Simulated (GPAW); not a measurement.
## BP: energy against volume and a worked fit

Space group F-43m (No. 216). a = 4.538 Å, b = 4.538 Å, c = 4.538 Å, α = 90.00°, β = 90.00°, γ = 90.00°
```tsv
atom	site	symmetry	x	y	z
P	4d	-43m	0.2500	0.2500	0.7500
B	4a	-43m	0.0000	0.0000	0.0000
```

The cell was scaled at fixed shape and fractions and run with GPAW, GPAW PAW data sets (gpaw-data 1.2.1), cutoff 800 eV; C09-vdW, k mesh 10 × 10 × 10 on the cell of 2 atoms, fermi-dirac occupations of 0.05 eV, no spin polarisation, no spin-orbit coupling. The potentials were made for PBE. Energies are those that the program minimises, any entropy of the smearing included.

```tsv
V (Å³/atom)	energy over the lowest row (meV/atom)
10.9807	23.036
11.2144	9.625
11.4480	2.120
11.6816	0.000
11.9153	?
12.1489	9.853
12.3825	20.919
```

Problem. Fit the third-order Birch-Murnaghan form, give V0, B0 and B′, and predict the energy left open.

Solution. With y = (V0/V)^(2/3), E = E0 + (9 V0 B0/16) [(y - 1)³ B′ + (y - 1)² (6 - 4y)]. Least squares through the rows shown give V0 = 11.6632 Å³/atom, E0 = -0.010 meV, B0 = 167.2 GPa (1 eV/Å³ = 160.218 GPa) and B′ = 4.03, with a largest miss of 0.012 meV. At V = 11.9153 the form with these constants gives 2.733 meV; the run gave 2.733 meV an atom. Measured volume: 11.7 Å³/atom at 299.8 K (arxiv:1906.04101), so the fit lies -0.3 % from it. Measured modulus: 174 GPa at 300 K (arxiv:1901.06272), so the fit lies -3.9 % from it. The runs are for a static lattice.
